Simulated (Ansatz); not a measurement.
Cu$_{2}$O: computed properties

Theory: DFT PBEsol, scalar-relativistic, plane waves, PAW (Ansatz 0.2.0).

Plane waves to 420 eV, a k mesh through Γ of 8×8×8 on the computed 6-atom cell and Gaussian smearing (0.02 eV); no spin polarisation.

The structure is relaxed at this level of theory with its symmetry kept.

```xyz
6
Lattice="4.2224 0.0000 0.0000 0.0000 4.2224 0.0000 0.0000 0.0000 4.2224" Properties=species:S:1:pos:R:3 pbc="T T T"
Cu    1.0556    1.0556    1.0556
Cu    1.0556    3.1668    3.1668
Cu    3.1668    3.1668    1.0556
Cu    3.1668    1.0556    3.1668
O     0.0000    0.0000    0.0000
O     2.1112    2.1112    2.1112
```

```json
{
  "Space group": "Pn-3m (No. 224)",
  "Volume per atom": "12.55 Å³",
  "Formation energy from the elements' standard states (uncorrected)": "-0.382 eV/atom",
  "Kohn–Sham band gap": "0.56 eV, direct at Γ",
  "Löwdin character of the top 1 eV of the valence band": "Cu 3d 69 %, O 2p 17 %, Cu 4s 12 %",
  "Löwdin character of the lowest 1 eV of the conduction band": "Cu 3d 39 %, Cu 4s 23 %, O 2s 17 %, O 2p 11 %, unprojected 10 % (semilocal functionals without a Hubbard U place empty 3d levels too low)",
  "Electron masses at the edge by Cartesian direction of the standard setting (m_e; degenerate bands sorted by energy; no spin-orbit coupling)": "x: 0.95; y: 0.95; z: 0.95",
  "Hole masses at the edge by Cartesian direction of the standard setting (m_e; degenerate bands sorted by energy; no spin-orbit coupling)": "x: 3.2, 3.2, 0.12; y: 3.2, 3.2, 0.12; z: 3.2, 3.2, 0.12",
  "Bulk modulus": "131 GPa",
  "Its pressure derivative": "4.7",
  "Electronic dielectric constant xx, yy, zz of the standard setting (independent particles)": "10.2, 10.2, 10.2",
  "Bader charges (e)": "Cu (4 in the cell) 0.54, O (2 in the cell) -1.07"
}
```

A ferromagnetic start lost its moments in a first run, so spin was left out; other magnetic orders weren't tried.